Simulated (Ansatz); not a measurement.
The system is Ir.

```
CELL_PARAMETERS angstrom
0.00000 1.91560 1.91560
1.91560 0.00000 1.91560
1.91560 1.91560 0.00000
ATOMIC_POSITIONS crystal
Ir 0.00000 0.00000 0.00000
```

```yaml
Program: Ansatz 0.2.0
Task: relaxation of cell and atoms
Functional: PBEsol
Dispersion: D4
Potentials_or_basis: Ansatz PAW
Cutoff: "420 eV (not typed: the program's choice for these potentials)"
k_mesh: 12 × 12 × 12
Occupations: fermi-dirac, width 0.05 eV
Spin: no spin polarisation
```

At the start: volume 14.06 Å³/atom.

Problem. How do energy, volume and symmetry change on relaxing?

Solution. It ends after 4 steps and the volume is 13.84 Å³/atom (-1.6 %); space group Fm-3m (No. 225, to 0.05 Å).

Step by step:
```
step  energy change (eV)  largest force (eV/Å)  volume (Å³)
   1              0.0000                0.0000        14.06
   2             -0.0043                0.0000        13.85
   3             -0.0043                0.0000        13.84
   4             -0.0042                0.0000        13.84
```

Final structure:
```yaml
crystal:
  lattice:
    - [0.00000, 1.90559, 1.90559]
    - [1.90559, 0.00000, 1.90559]
    - [1.90559, 1.90559, 0.00000]
  atoms:
    - { symbol: Ir, position: [0.00000, 0.00000, 0.00000] }
```

Caveat: the plane-wave basis is chosen anew once the cell has moved, so the energies of steps on either side of that aren't comparable; pairwise dispersion overbinds metals, which lowers pressure and volume; the PAW data sets come from PBE, with cores solved anew for the run's functional, which leaves a small shift of forces and pressure.
